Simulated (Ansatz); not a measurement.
# Pd under changes of volume

One of the cells (15.547 Å³/atom); the others are scaled copies at fixed shape and fractional positions:

```xyz
1
Lattice="-1.5723 1.5723 1.5723 1.5723 -1.5723 1.5723 1.5723 1.5723 -1.5723" Properties=species:S:1:pos:R:3 pbc="T T T"
Pd    0.0000    0.0000    0.0000
```

This isn't the form of Pd at room conditions, which is fcc.

- Program: Ansatz 0.2.0
- Functional: PBE
- Potentials or basis: all-electron LAPW, scalar-relativistic
- Cutoff: 293 eV (chosen from the basis error)
- Basis error allowed: 0.0005 eV/atom
- k mesh: 12 × 12 × 12
- Occupations: fermi-dirac, width 0.05 eV
- Spin: no spin polarisation

```csv
volume (Å³/atom),energy over the lowest point (meV/atom),pressure (GPa)
14.614,23.96,10.4
14.925,?,?
15.236,0.65,2.2
15.547,0.00,-1.2
15.858,5.49,-4.2
16.169,16.37,-6.8
16.480,31.95,-9.0
```

What does the run at 14.925 Å³/atom give?

Energy over the lowest point 8.31 meV/atom; pressure 6.0 GPa.

Worked out: A Birch-Murnaghan fit of order 3 (a polynomial in V^(-2/3)) to the other rows has its minimum at 15.42 Å³/atom with B0 = V·E''(V) = 165 GPa and B' = 5.5. It gives 8.31 meV/atom at 14.925 Å³/atom, against the run's 8.31, and -dE/dV = 5.9 GPa, against 6.0.

Energies are extrapolated to zero smearing.
